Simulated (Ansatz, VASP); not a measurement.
## One calculation of Cu, two programs

```
Cu
1.0
     2.09546    0.00000    0.00000
    -1.04773    1.81472    0.00000
     0.00000    0.00000    3.43782
Cu
2
Cartesian
  0.0000 1.2098 0.8595
  1.0477 0.6049 2.5784
```

Change from the starting cell: volume scaled by 0.6, PAW files.

Alike in both runs: task single point; functional LDA; k mesh 17 × 17 × 10; occupations fermi-dirac, width 0.1 eV; no spin polarisation.

|  | VASP | Ansatz |
| --- | --- | --- |
| version | VASP 6.6.1 | Ansatz 0.2.0 |
| potentials or method | VASP PAW LDA potentials, release 64 (Cu) | PAW with Ansatz's default frozen-core files, scalar-relativistic |
| plane-wave cutoff (eV) | 520 | 420 |
| valence electrons in the cell | 22 | 38 |

```tsv
	VASP	Ansatz	Ansatz less VASP
pressure (GPa)	340.3	335.5	-4.85
```

The two sets of potentials don't hold the same shells in valence.

Caveats: the cell as given lies far from equilibrium; so large a pressure means that the cell lies far from this level's equilibrium, or that cutoff or potentials fall short (VASP).
